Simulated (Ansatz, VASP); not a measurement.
## One calculation of Au, two programs

```
Au
1.0
     2.95688    0.00000    0.00000
    -1.47844    2.56073    0.00000
     0.00000    0.00000    4.97571
Au
2
Cartesian
  0.0000 1.7072 3.7318
  1.4784 0.8536 1.2439
```

Change from the starting cell: volume scaled by 1.06, crystal datasets.

Alike in both runs: task electric field gradients; functional PBEsol; k mesh 14 × 14 × 8; occupations fermi-dirac, width 0.03 eV; no spin polarisation.

```csv
,VASP,Ansatz
version,VASP 6.6.1,Ansatz 0.2.0
potentials or method,"VASP PAW PBE potentials, release 64 (Au), cutoff 520 eV","all-electron PAW with datasets made for the crystal, scalar-relativistic"
```

Ansatz gave:

```
pressure (GPa)                                                 : -12.8
largest component of the traceless stress (GPa)                : 0.26
Vzz of the field gradient on the site that differs most (V/Å²) : 6.9
```

Problem. Which values does VASP return?

Solution. Pressure (GPa): -13.0; largest component of the traceless stress (GPa): 0.25; Vzz of the field gradient on the site that differs most (V/Å²): 17.7.

Ansatz ran all-electron here, so the differences hold the error of VASP's frozen core and of both bases. Ansatz warned: «gradients_without_spin_orbit».

Caveats: the PAW data sets were made with another functional, which shifts forces and pressure a little (VASP). The runs have no spin-orbit coupling, so splittings on Au are missing.
